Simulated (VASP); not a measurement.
# Ti₃Al: convergence, self-consistent run

Ti₃Al, P1 (no. 1), 64 atoms in the cell. PBEsol; PAW potentials Ti_sv, Al (PBE set). VASP 6.6.1.

Wanted: energy within 0.5 meV/atom; forces within 0.003 eV/Å.

What the run is for: forces in a large cell; Accuracy asked: tight; Cell repeated: 2 × 2 × 2.

POSCAR:
```
Ti3Al
1.0
   11.5280000000      0.0000000000      0.0000000000
   -5.7640000000      9.9835408548      0.0000000000
    0.0000000000      0.0000000000      9.3280000000
Ti Al
48 16
Direct
    0.0871360000      0.1729160000      0.3737170000
    0.0765870000      0.1627270000      0.8752680000
    0.0833710000      0.6662800000      0.3742790000
    0.0817730000      0.6646170000      0.8758280000
    0.5811000000      0.1677720000      0.3701070000
    0.5799090000      0.1685680000      0.8752140000
    0.5830980000      0.6659500000      0.3747700000
    0.5837590000      0.6683960000      0.8757190000
    0.1681780000      0.0804680000      0.1226890000
    0.1679240000      0.0851880000      0.6245190000
    0.1677580000      0.5807110000      0.1270330000
    0.1658090000      0.5851960000      0.6205290000
    0.6719150000      0.0843630000      0.1327490000
    0.6666230000      0.0845800000      0.6310440000
    0.6683250000      0.5885690000      0.1266420000
[... 36 lines left out ...]
    0.3309160000      0.6664790000      0.8761730000
    0.8304260000      0.1670450000      0.3722460000
    0.8327330000      0.1700290000      0.8755040000
    0.8360330000      0.6671350000      0.3731020000
    0.8353500000      0.6676090000      0.8765030000
    0.1718000000      0.3319610000      0.1290980000
    0.1626610000      0.3316780000      0.6219260000
    0.1689790000      0.8315900000      0.1275170000
    0.1651210000      0.8363950000      0.6262420000
    0.6636050000      0.3322390000      0.1263930000
    0.6635060000      0.3328520000      0.6263010000
    0.6692680000      0.8346900000      0.1248560000
    0.6694480000      0.8366490000      0.6232560000
```

The series start from Plane-wave cutoff (eV): 320; Projection operators (LREAL): Auto, ROPT -0.00025; Precision mode (PREC): Normal; Electronic threshold (eV): 1e-5; Parallel layout: defaults; Program: vasp_std; Electronic algorithm: ALGO=Normal; Bands a block (NSIM): NSIM=4; Data layout and linear algebra: defaults. Each series keeps the choices made before it, and each single choice may use up half of a tolerance.

## Plane-wave cutoff (eV)

| Plane-wave cutoff (eV) | Energy less reference (meV/atom) | Forces, largest deviation (eV/Å) | SCF iterations | Time (s) |
|---|---|---|---|---|
| 250 | 12.73 | 0.0331 | 23 | 67 |
| 280 | 10.48 | 0.0230 | 23 | 58 |
| 320 | 9.70 | 0.0228 | 23 | 81 |
| 360 | 6.70 | 0.0187 | 23 | 82 |
| 440 (reference) | 0.00 | 0.0000 | 23 | 99 |

Chosen: 440; the next looser run is off by more than half of the tolerance, so convergence isn't shown beyond this value.

## Projection operators (LREAL)

| Projection operators (LREAL) | Energy less reference (meV/atom) | Forces, largest deviation (eV/Å) | SCF iterations | Time (s) |
|---|---|---|---|---|
| Auto, ROPT -0.005 | 0.96 | 0.2466 | 23 | 97 |
| Auto, ROPT -0.002 | 0.47 | 0.1434 | 23 | 107 |
| Auto, ROPT -0.001 | 1.46 | 0.0501 | 23 | 93 |
| Auto, ROPT -0.0005 | 0.03 | 0.0108 | 23 | 96 |
| Auto, ROPT -0.00025 | 0.05 | 0.0097 | 23 | 99 |
| Auto, ROPT -0.0001 | 0.21 | 0.0009 | 23 | 102 |
| False (reference) | 0.00 | 0.0000 | 23 | 256 |

Chosen: Auto, ROPT -0.0001, the loosest value from which every tighter one stays within half of the tolerance.

## Precision mode (PREC)

| Precision mode (PREC) | Energy less reference (meV/atom) | Forces, largest deviation (eV/Å) | SCF iterations | Time (s) |
|---|---|---|---|---|
| SingleN | -1.79 | 0.0256 | 23 | 113 |
| Normal | -0.01 | 0.0016 | 23 | 102 |
| Accurate (reference) | 0.00 | 0.0000 | 23 | 218 |

Chosen: Accurate; the one before it in the list is off by more than half of the tolerance.

## Electronic threshold (eV)

| Electronic threshold (eV) | Energy less reference (meV/atom) | Forces, largest deviation (eV/Å) | SCF iterations | Time (s) |
|---|---|---|---|---|
| 0.001 | 0.00 | 0.0169 | 18 | 154 |
| 0.0001 | 0.00 | 0.0048 | 20 | 192 |
| 1e-5 | 0.00 | 0.0013 | 23 | 218 |
| 1e-6 | 0.00 | 0.0007 | 25 | 223 |
| 1e-7 (reference) | 0.00 | 0.0000 | 27 | 247 |

Chosen: 1e-5.

## Parallel layout

| Parallel layout | Energy less reference (meV/atom) | Forces, largest deviation (eV/Å) | SCF iterations | Time (s) |
|---|---|---|---|---|
| defaults | 0.00 | 0.0000 | 23 | 218 |
| NCORE=2 | 0.00 | 0.0000 | 23 | 196 |
| NCORE=4 | 0.00 | 0.0004 | 23 | 232 |
| NCORE=8 | 0.00 | 0.0004 | 23 | 228 |
| NPAR=2 | 0.00 | 0.0004 | 23 | 205 |

Chosen: defaults; no other choice that stays within half of the tolerance saves 30 % of the time.

## Program

| Program | Energy less reference (meV/atom) | Forces, largest deviation (eV/Å) | SCF iterations | Time (s) |
|---|---|---|---|---|
| vasp_std | 0.00 | 0.0000 | 23 | 218 |
| vasp_gam | 0.00 | 0.0008 | 23 | 179 |

Chosen: vasp_std.

## Electronic algorithm

| Electronic algorithm | Energy less reference (meV/atom) | Forces, largest deviation (eV/Å) | SCF iterations | Time (s) |
|---|---|---|---|---|
| ALGO=Normal | 0.00 | 0.0000 | 23 | 218 |
| ALGO=Fast | 0.00 | 0.0015 | 48 | 387 |
| ALGO=VeryFast | 0.00 | 0.0015 | 70 | 551 |
| ALGO=All ISEARCH=1 | 0.00 | 0.0056 | 66 | 413 |

Chosen: ALGO=Normal.

## Bands a block (NSIM)

| Bands a block (NSIM) | Energy less reference (meV/atom) | Forces, largest deviation (eV/Å) | SCF iterations | Time (s) |
|---|---|---|---|---|
| NSIM=4 | 0.00 | 0.0000 | 23 | 218 |
| NSIM=1 | 0.00 | 0.0000 | 23 | 200 |
| NSIM=2 | 0.00 | 0.0000 | 23 | 274 |
| NSIM=8 | 0.00 | 0.0004 | 23 | 341 |
| NSIM=16 | 0.00 | 0.0008 | 23 | 346 |

Chosen: NSIM=4.

## Data layout and linear algebra

| Data layout and linear algebra | Energy less reference (meV/atom) | Forces, largest deviation (eV/Å) | SCF iterations | Time (s) |
|---|---|---|---|---|
| defaults | 0.00 | 0.0000 | 23 | 218 |
| LPLANE=False | 0.00 | 0.0000 | 23 | 252 |
| LSCALAPACK=False | 0.00 | 0.0000 | 23 | 209 |
| LSCALU=True | 0.00 | 0.0000 | 23 | 244 |

Chosen: defaults.

## All choices together

| Input | Energy less reference (meV/atom) | Forces, largest deviation (eV/Å) | Time (s) |
|---|---|---|---|
| the program's defaults (naive) | 8.55 | 0.0504 | 107 |
| chosen settings | 0.22 | 0.0013 | 218 |
| reference settings throughout | 0.00 | 0.0000 | 379 |

The chosen settings stay within the tolerance of the reference run, but the reference itself isn't shown to be converged in: Plane-wave cutoff (eV).

## The input

INCAR:
```
SYSTEM = Ti3Al
ALGO     = Normal         ! electronic algorithm
EDIFF    = 1E-5           ! SCF threshold, eV
ENCUT    = 440            ! plane-wave cutoff, eV
GGA      = PS             ! functional
GGA_COMPAT= .FALSE.      
ISIF     = 2              ! what is computed and relaxed
ISMEAR   = 1              ! smearing method
ISYM     = 0            
LASPH    = .TRUE.         ! aspherical terms in the spheres
LCHARG   = .FALSE.        ! write CHGCAR
LREAL    = Auto         
LWAVE    = .FALSE.        ! write WAVECAR
NELM     = 120            ! most SCF steps
NSIM     = 4            
PREC     = Accurate       ! precision mode
ROPT     = -0.0001 -0.0001
SIGMA    = 0.1            ! smearing width, eV
```

KPOINTS:
```
k-points
0
Gamma
  1 1 1
```

Commands:
```
cat potpaw_PBE.64/Ti_sv/POTCAR potpaw_PBE.64/Al/POTCAR > POTCAR
mpirun -np 8 vasp_std > vasp.out
```

Limits: Only the k mesh 1 × 1 × 1 was run, so its error is untested.

The chosen input took VASP 6.6.1 218 s on 8 cores (Intel Xeon Platinum 8375C @ 2.90GHz (Ice Lake)), a shared host.

## An input that fails: Gamma-only program on a mesh of k points

VASP's message: You are using the Gamma-point-only version with more than one k-point or some other non-Gamma k-point.

k mesh: 1 × 1 × 1 becomes 2 × 2 × 2.

Changes against the starting input:
```
- NELM = 120
+ NELM = 78
- vasp_std
+ vasp_gam
(KPOINTS)
-k-points
+Automatic mesh
-  1 1 1
+  2 2 2
+  0 0 0
```
